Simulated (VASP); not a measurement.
# AlN (P6_3mc) in VASP: a series of runs

Runs on AlN. Level: PBE+D3(BJ). Tasks: single point, relaxation of cell and atoms.

All numbers are computed with VASP 6.6.1; they aren't measurements. Logs are shortened: lines on timing, memory, paths and dates and some standing lists are left out, and cuts for length are marked.

**What was measured.**

“Structural and optical properties of self-assembled AlN nanowires grown on SiO2/Si substrates by molecular beam epitaxy”, 2024, arxiv:2402.00216 quotes, for a bulk crystal of AlN at 0 K: band gap 6.0343 eV (an exciton energy, a little under the gap).

How close the calculation comes is told below.

## Step 1: The crystal as given

It takes space group P6_3mc (No. 186, hexagonal). Conventional cell: a = 3.110 Å, b = 3.110 Å, c = 4.979 Å, α = 90.00°, β = 90.00°, γ = 120.00°. Around Al (site symmetry 3m) lie 4 N at 1.89 to 1.90 Å. N (site symmetry 3m) has 4 Al at 1.89 to 1.90 Å as nearest neighbours.

The cell is a database's computed one.

## Step 2: Single point, PBE+D3(BJ)

The input, INCAR:

```
SYSTEM = AlN
PREC = Accurate
ENCUT = 520
EDIFF = 1E-6
ISMEAR = 0
SIGMA = 0.02
LREAL = .FALSE.
LASPH = .TRUE.
NELM = 100
ALGO = Normal
ISIF = 2
LWAVE = .FALSE.
LCHARG = .FALSE.
GGA = PE
IVDW = 12
NBANDS = 16
```

The input, KPOINTS:

```
Automatic mesh
0
G
  12 12 6
  0 0 0
```

The input, POSCAR:

```
AlN
1.0
    3.1095069271      0.0000000000      0.0000000000
   -1.5547534636      2.6929119921      0.0000000000
    0.0000000000      0.0000000000      4.9794325004
Al N
2 2
Direct
    0.6666666667      0.3333333333      0.4990937698
    0.3333333333      0.6666666667      0.9990937698
    0.6666666667      0.3333333333      0.8809062302
    0.3333333333      0.6666666667      0.3809062302
```

Potentials or basis: VASP PAW PBE potentials, release 64 (Al, N).

Run with:

```bash
cat potpaw_PBE.64/Al/POTCAR potpaw_PBE.64/N/POTCAR > POTCAR
mpirun -np 1 vasp_std > vasp.out
```

OUTCAR:

```text
SYSTEM = AlN
   PREC = Accurate
   ENCUT = 520
   EDIFF = 1E-6
   ISMEAR = 0
   LREAL = .FALSE.
   LASPH = .TRUE.
   NELM = 100
   ISIF = 2
   GGA = PE
   IVDW = 12
 IVDW          = 12

 ion  position               nearest neighbor table
   1  0.667  0.333  0.499-   4 1.89   4 1.89   4 1.89   3 1.90   2 3.07   2 3.07   2 3.07   2 3.07
                             2 3.07   2 3.07
   2  0.333  0.667  0.999-   3 1.89   3 1.89   3 1.89   4 1.90   1 3.07   1 3.07   1 3.07   1 3.07
                             1 3.07   1 3.07
   3  0.667  0.333  0.881-   2 1.89   2 1.89   2 1.89   1 1.90
   4  0.333  0.667  0.381-   1 1.89   1 1.89   1 1.89   2 1.90

  LATTYP: Found a hexagonal cell.
 ALAT       =     3.1095069271
 C/A-ratio  =     1.6013575841

  Lattice vectors:

 A1 = (   3.1095069271,   0.0000000000,   0.0000000000)
 A2 = (  -1.5547534636,   2.6929119921,   0.0000000000)
 A3 = (   0.0000000000,   0.0000000000,   4.9794325004)

Analysis of symmetry for initial positions (statically):
=====================================================================
 Subroutine PRICEL returns:
 Original cell was already a primitive cell.

 Routine SETGRP: Setting up the symmetry group for a
 hexagonal supercell.

 Subroutine GETGRP returns: Found 12 space group operations
 (whereof  6 operations were pure point group operations)
 out of a pool of 24 trial point group operations.

The static configuration has the point symmetry C_3v.
 The point group associated with its full space group is C_6v.

Analysis of symmetry for dynamics (positions and initial velocities):
=====================================================================
 Subroutine PRICEL returns:
 Original cell was already a primitive cell.

 Routine SETGRP: Setting up the symmetry group for a
 hexagonal supercell.

 Subroutine GETGRP returns: Found 12 space group operations
 (whereof  6 operations were pure point group operations)
 out of a pool of 24 trial point group operations.

The dynamic configuration has the point symmetry C_3v.
 The point group associated with its full space group is C_6v.

 Subroutine INISYM returns: Found 12 space group operations
 (whereof  6 operations are pure point group operations),
 and found     1 'primitive' translations

----------------------------------------------------------------------------------------

                                     Primitive cell

  volume of cell :      41.6959

  direct lattice vectors                    reciprocal lattice vectors
     3.109506927  0.000000000  0.000000000     0.321594395  0.185672611  0.000000000
    -1.554753464  2.692911992  0.000000000     0.000000000  0.371345221  0.000000000
     0.000000000  0.000000000  4.979432500     0.000000000  0.000000000  0.200826098

  length of vectors
     3.109506927  3.109506927  4.979432500     0.371345221  0.371345221  0.200826098

  position of ions in fractional coordinates (direct lattice)
     0.666666667  0.333333333  0.499093770
     0.333333333  0.666666667  0.999093770
     0.666666667  0.333333333  0.880906230
     0.333333333  0.666666667  0.380906230

  ion indices of the primitive-cell ions
   primitive index   ion index
                 1           1
                 2           2
                 3           3
                 4           4

----------------------------------------------------------------------------------------

 KPOINTS: Automatic mesh

Automatic generation of k-mesh.
 Grid dimensions read from file:
 generate k-points for:   12   12    6

 Generating k-lattice:

  Cartesian coordinates                     Fractional coordinates (reciprocal lattice)
     0.026799533  0.015472718  0.000000000     0.083333333  0.000000000  0.000000000
     0.000000000  0.030945435  0.000000000     0.000000000  0.083333333  0.000000000
     0.000000000  0.000000000  0.033471016     0.000000000  0.000000000  0.166666667

  Length of vectors
     0.030945435  0.030945435  0.033471016

  Shift w.r.t. Gamma in fractional coordinates (k-lattice)
     0.000000000  0.000000000  0.000000000

 Subroutine IBZKPT returns following result:
 ===========================================

 Found     76 irreducible k-points:

 Following reciprocal coordinates:
            Coordinates               Weight
  0.000000  0.000000  0.000000      1.000000
  0.083333 -0.000000  0.000000      6.000000
  0.166667 -0.000000  0.000000      6.000000
  0.250000 -0.000000  0.000000      6.000000
  0.333333 -0.000000  0.000000      6.000000
  0.416667  0.000000  0.000000      6.000000
[... 16 lines left out ...]
  0.250000 -0.000000  0.166667     12.000000
  0.333333 -0.000000  0.166667     12.000000
 [... further k-points ...]
   k-points           NKPTS =     76   k-points in BZ     NKDIM =     76   number of bands    NBANDS=     16
   number of dos      NEDOS =    301   number of ions     NIONS =      4
   total plane-waves  NPLWV =  23040
   dimension x,y,z NGX =    24 NGY =   24 NGZ =   40
   dimension x,y,z NGXF=    48 NGYF=   48 NGZF=   80
   ions per type =               2   2
   NGX,Y,Z   is equivalent  to a cutoff of  12.83, 12.83, 13.35 a.u.
   NGXF,Y,Z  is equivalent  to a cutoff of  25.66, 25.66, 26.71 a.u.
 SYSTEM =  AlN
   PREC   = accura    normal or accurate (medium, high low for compatibility)
   ISTART =      0    job   : 0-new  1-cont  2-samecut
   ICHARG =      2    charge: 1-file 2-atom 10-const
   ISPIN  =      1    spin polarized calculation?
   LNONCOLLINEAR =      F non collinear calculations
   LSORBIT =      F    spin-orbit coupling
   LASPH  =      T    aspherical Exc in radial PAW
   ENCUT  =  520.0 eV  38.22 Ry    6.18 a.u.   5.78  5.78  9.26*2*pi/ulx,y,z
   NELM   =    100;   NELMIN=  2; NELMDL= -5     # of ELM steps
   EDIFF  = 0.1E-05   stopping-criterion for ELM
   LREAL  =      F    real-space projection
   EDIFFG = 0.1E-04   stopping-criterion for IOM
   NSW    =      0    number of steps for IOM
   IBRION =     -1    ionic relax: 0-MD 1-quasi-New 2-CG
   NFREE  =      0    steps in history (QN), initial steepest desc. (CG)
   ISIF   =      2    stress and relaxation
   ISYM   =      2    0-nonsym 1-usesym 2-fastsym
   POTIM  = 0.5000    time-step for ionic-motion
   TEBEG  =    0.0;   TEEND  =   0.0 temperature during run
   PSTRESS=    0.0 pullay stress
   NELECT =      16.0000    total number of electrons
   NUPDOWN=      -1.0000    fix difference up-down
   EMIN   =  10.00;   EMAX   =-10.00  energy-range for DOS
   EFERMI =   0.00;   METHOD = LEGACY
   ISMEAR =     0;   SIGMA  =   0.02  broadening in eV -4-tet -1-fermi 0-gaus
   EFERMI_NEDOS =   21; number of points for ismear=-14 and -15
   IALGO  =     38    algorithm
   IMIX   =      4    mixing-type and parameters
     AMIX     =   0.40;   BMIX     =  1.00
     AMIX_MAG =   1.60;   BMIX_MAG =  1.00
  volume/ion in A,a.u.               =      10.42        70.34
  Fermi-wavevector in a.u.,A,eV,Ry     =   1.189644  2.248101 19.255680  1.415253
  Thomas-Fermi vector in A             =   2.325747
   LORBIT       =      0    0 simple, 1 ext, 2 COOP (PROOUT), +10 PAW based schemes
   GGA     = PE    functional components
   LHFCALC =     F    Hartree Fock is set to
   AEXX    =    0.0000 exact exchange contribution
   IVDW    =    12    specifies the selected vdW correction
   LEPSILON=     F    determine dielectric tensor
   LRPA    =     F    only Hartree local field effects (RPA)
 non-spin polarized calculation
 Gauss-broadening in eV      SIGMA  =   0.02
  energy-cutoff  :      520.00
  volume of cell :       41.70
 maximum number of plane-waves:      1152
 NGX is ok and might be reduce to    24
   NGX = 11   NGY = 11   NGZ = 19

 number of electron      15.9999996 magnetization

 Free energy of the ion-electron system (eV)
  ---------------------------------------------------
  ext. energy  EPLUGINS =         0.00000000
  ---------------------------------------------------
  free energy    TOTEN  =       -29.77006193 eV

  energy without entropy =      -29.77006193  energy(sigma->0) =      -29.77006193

 E-fermi :   6.2492     XC(G=0): -10.9180

 val. band max:        6.1725280988   @ k =   0.0000   0.0000   0.0000
 cond. band min:      10.3935349777   @ k =   0.0000   0.0000   0.0000
 fundamental gap:      4.2210068789
 Fermi energy:         6.2492400006

 k-point     1 :       0.0000    0.0000    0.0000
  band No.  band energies     occupation
      1      -9.0282      2.00000
      2      -6.8768      2.00000
      3       0.1698      2.00000
      4       5.3039      2.00000
      5       5.3039      2.00000
      6       5.9543      2.00000
[... 8 lines left out ...]
     15      19.3247      0.00000
     16      19.3247      0.00000

 k-point     2 :       0.0833   -0.0000    0.0000
  band No.  band energies     occupation
      1      -8.9395      2.00000
      2      -6.8264      2.00000
      3       0.2753      2.00000
      4       4.8915      2.00000
      5       5.1869      2.00000
      6       5.5423      2.00000
[... 8 lines left out ...]
     15      19.3662      0.00000
     16      19.3986      0.00000

 k-point     3 :       0.1667   -0.0000    0.0000
  band No.  band energies     occupation
      1      -8.6809      2.00000
      2      -6.6887      2.00000
      3       0.5863      2.00000
      4       3.8856      2.00000
      5       4.6679      2.00000
      6       4.9121      2.00000
[... 8 lines left out ...]
     15      18.5417      0.00000
     16      18.9791      0.00000
[... 362 lines left out ...]
 k-point    23 :       0.2500   -0.0000    0.1667
  band No.  band energies     occupation
      1      -8.1838      2.00000
      2      -6.6611      2.00000
      3       1.2305      2.00000
      4       2.8755      2.00000
      5       3.5268      2.00000
      6       4.6630      2.00000
[... 8 lines left out ...]
     15      18.5557      0.00000
     16      19.5363      0.00000

 k-point    24 :       0.3333   -0.0000    0.1667
  band No.  band energies     occupation
      1      -7.7017      2.00000
      2      -6.4674      2.00000
      3       1.2555      2.00000
      4       2.2254      2.00000
      5       2.8306      2.00000
      6       4.3953      2.00000
[... 8 lines left out ...]
     15      18.6070      0.00000
     16      20.4883      0.00000

 [... further k-points ...]

------------------------ aborting loop because EDIFF is reached ----------------------------------------

 Edisp (eV)   -1.07614

 E8    (eV) :    -0.4203

  FORCE on cell =-STRESS in cart. coord.  units (eV):
  Direction    XX          YY          ZZ          XY          YZ          ZX
  --------------------------------------------------------------------------------------
  -------------------------------------------------------------------------------------
  Total      -0.08415    -0.08415    -0.06611     0.00000    -0.00000     0.00000
  in kB      -3.23356    -3.23356    -2.54032     0.00000    -0.00000     0.00000
  external pressure =       -3.00 kB  Pullay stress =        0.00 kB

 VOLUME and BASIS-vectors are now :
 -----------------------------------------------------------------------------
  energy-cutoff  :      520.00
  volume of cell :       41.70
      direct lattice vectors                 reciprocal lattice vectors
     3.109506927  0.000000000  0.000000000     0.321594395  0.185672611  0.000000000
    -1.554753464  2.692911992  0.000000000     0.000000000  0.371345221  0.000000000
     0.000000000  0.000000000  4.979432500     0.000000000  0.000000000  0.200826098

 POSITION                                       TOTAL-FORCE (eV/Angst)
 -----------------------------------------------------------------------------------
      1.55475      0.89764      2.48520        -0.000000     -0.000000     -0.002106
     -0.00000      1.79527      4.97492         0.000000      0.000000     -0.002106
      1.55475      0.89764      4.38641        -0.000000     -0.000000      0.002106
     -0.00000      1.79527      1.89670         0.000000     -0.000000      0.002106
 -----------------------------------------------------------------------------------
    total drift:                               -0.000000      0.000000      0.000472

  FREE ENERGIE OF THE ION-ELECTRON SYSTEM (eV)
  ---------------------------------------------------
  free  energy   TOTEN  =       -30.8462023524 eV

  energy  without entropy=      -30.8462023524  energy(sigma->0) =      -30.84620235
```

It took 20 s on 1 thread of Intel Xeon 6975P-C (Granite Rapids), shared host; peak memory 0.19 GiB.

Results:

| Item | Value |
| --- | --- |
| Free energy | -30.8462 eV |
| Pressure | -0.3 GPa |
| Band gap on the k mesh | 4.22 eV, direct |
| Dispersion energy per atom | -0.269 eV |

Forces in eV/Å, atoms in the order of the input:
```
Al   0.000  0.000 -0.002
Al   0.000  0.000 -0.002
N    0.000  0.000  0.002
N    0.000  0.000  0.002
```

## Step 3: Relaxation of cell and atoms, PBE+D3(BJ)

This run uses another cell than the first one, of 10.63 Å³/atom, 1.020 times its volume.

The input, INCAR:

```
PREC = Accurate ; ENCUT = 600
EDIFF = 1E-6 ; ISMEAR = 0
SIGMA = 0.02 ; LREAL = F
LASPH = T ; NELM = 100
ALGO = Normal ; ISIF = 3
LWAVE = F ; LCHARG = F
GGA = PE ; IVDW = 12
IBRION = 2 ; NSW = 70
EDIFFG = -0.02
```

The input, KPOINTS:

```
regular mesh
0
Gamma
  12 12 6
```

The input, POSCAR:

```
AlN
1.0
    3.1285882000      0.0000000000      0.0000000000
   -1.5642941000      2.7094368900      0.0000000000
    0.0000000000      0.0000000000      5.0169549000
Al N
2 2
Direct
    0.6666666900      0.3333333400      0.4992870100
    0.3333333400      0.6666666900      0.9992870100
    0.6666666900      0.3333333400      0.8807129900
    0.3333333400      0.6666666900      0.3807129900
```

Potentials or basis: VASP PAW PBE potentials, release 64 (Al, N).

Run with:

```bash
cat potpaw_PBE.64/Al/POTCAR potpaw_PBE.64/N/POTCAR > POTCAR
mpirun -np 1 vasp_std > vasp.out
```

Run time: 51 s. Hardware: 1 thread of Intel Xeon 6975P-C (Granite Rapids), shared host; peak memory 0.21 GiB.

It converged, with:

```
Free energy                            : -30.8504 eV
Relaxed volume                         : 10.40 Å³/atom
Relaxed cell                           : a = 3.106 Å, b = 3.106 Å, c = 4.981 Å, α = 90.00°, β = 90.00°, γ = 120.00°
Space group after relaxing (to 0.05 Å) : P6_3mc (No. 186)
Energy gained by relaxing              : 3.1 meV/atom
Ionic steps                            : 3
Pressure after relaxing                : 0.0 GPa
Largest force after relaxing           : 0.009 eV/Å
Band gap on the k mesh                 : 4.25 eV, direct
Dispersion energy per atom             : -0.270 eV
```

Forces on the atoms (eV/Å):
```
Al   0.000  0.000 -0.009
Al   0.000  0.000 -0.009
N    0.000  0.000  0.009
N    0.000  0.000  0.009
```

Stress tensor (GPa, compression positive):
```
 0.11  0.00  0.00
 0.00  0.11  0.00
 0.00  0.00 -0.20
```

Step by step:
```tsv
step	energy change (eV)	largest force (eV/Å)	pressure (GPa)	volume (Å³)
1	0.0000	0.0024	-4.23	42.53
2	-0.0029	0.0138	3.99	40.82
3	-0.0125	0.0087	0.00	41.61
```

Final structure:
```
Al N
1.0
     3.10578    0.00000    0.00000
    -1.55289    2.68968    0.00000
     0.00000    0.00000    4.98070
Al N
2 2
Direct
  0.66667 0.33333 0.49927
  0.33333 0.66667 0.99927
  0.66667 0.33333 0.88073
  0.33333 0.66667 0.38073
```

Levels at points of the mesh, in eV from the valence-band top:
| k point | band 5 | band 6 | band 7 | band 8 | band 9 | band 10 | band 11 | band 12 |
| --- | --- | --- | --- | --- | --- | --- | --- | --- |
| (0.00, 0.00, 0.00) | -0.85 | -0.20 | -0.20 | 0.00 | 4.25 | 6.72 | 10.64 | 11.20 |
| (0.50, 0.00, 0.00) | -3.35 | -2.08 | -1.78 | -0.69 | 5.81 | 5.84 | 8.23 | 10.31 |
| (0.00, 0.00, 0.50) | -0.54 | -0.54 | -0.54 | -0.54 | 6.51 | 6.51 | 10.36 | 10.36 |
| (0.50, 0.00, 0.50) | -1.46 | -1.46 | -1.37 | -1.37 | 5.33 | 5.33 | 9.29 | 9.29 |

## Step 4: Against experiment

Step 2. Measured gap of AlN: 6.0343 eV (an exciton energy, a little under the gap; 0 K; quoted in “Structural and optical properties of self-assembled AlN nanowires grown on SiO2/Si substrates by molecular beam epitaxy”, 2024, arxiv:2402.00216). This calculation gives 4.22 eV (-1.81 eV). 2 values of this kind are on record (6.034 to 6.0343 eV); this one was drawn at random. The value is that of PBE+D3(BJ) on a finite k mesh, which can miss the band edges, without temperature or zero-point motion. Semilocal functionals fall short of measured gaps as a rule. The cell is a database's relaxed one, not the measured one, which moves gaps too.
